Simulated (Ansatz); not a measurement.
**What internal relaxation does to the elastic constants of Sc2Al**

Computed with Ansatz 0.2.0, DFT PBEsol, scalar-relativistic, plane waves, PAW. Cutoff 420 eV, 12×12×6 k-points (Γ-centred), Fermi-Dirac smearing of 0.15 eV. No spin polarisation.

Equilibrium structure at this level:
```xyz
6
Lattice="4.8509 0.0000 0.0000 -2.4255 4.2010 0.0000 0.0000 0.0000 6.0957" Properties=species:S:1:pos:R:3 pbc="T T T"
Sc    0.0000    0.0000    0.0000
Sc    0.0000    0.0000    3.0478
Sc    0.0000    2.8007    4.5717
Sc    2.4255    1.4003    1.5239
Al    0.0000    2.8007    1.5239
Al    2.4255    1.4003    4.5717
```

In a metal, frequencies and elastic constants depend on the k mesh and the smearing, soft modes and shear constants most.

Clamped-ion constants (GPa, Voigt order; atoms follow the strain homogeneously):
C11 = 156.2, C12 = 46.3, C13 = 27.7, C22 = 156.2, C23 = 27.7, C33 = 145.8, C44 = 49.1, C55 = 49.1, C66 = 54.9 GPa; the others vanish.

**Question.** What are the constants once the atoms relax in each strained cell?

**Answer.**
```
143.2  59.3  27.7   0.0   0.0   0.0
 59.3 143.2  27.7   0.0   0.0   0.0
 27.7  27.7 145.8   0.0   0.0   0.0
  0.0   0.0   0.0  49.1   0.0   0.0
  0.0   0.0   0.0   0.0  49.1   0.0
  0.0   0.0   0.0   0.0   0.0  42.0
```
The Voigt shear modulus goes from 54.4 to 49.2 GPa and the Voigt bulk modulus doesn't change. Relaxation subtracts ΛᵀK⁻¹Λ/V, with Λ the forces that a strain puts on the atoms and K the zone-centre force constants. At a stable cell this can only lower the diagonal constants, and it acts only for strains that share their symmetry with an optical mode; elsewhere, and where the coupling is weak, the constants hardly move.

Cost: 2 runs of about 9.8 core-minutes in all, on Arm Neoverse V2, AMD EPYC 9R45 (Zen 5) (shared hosts).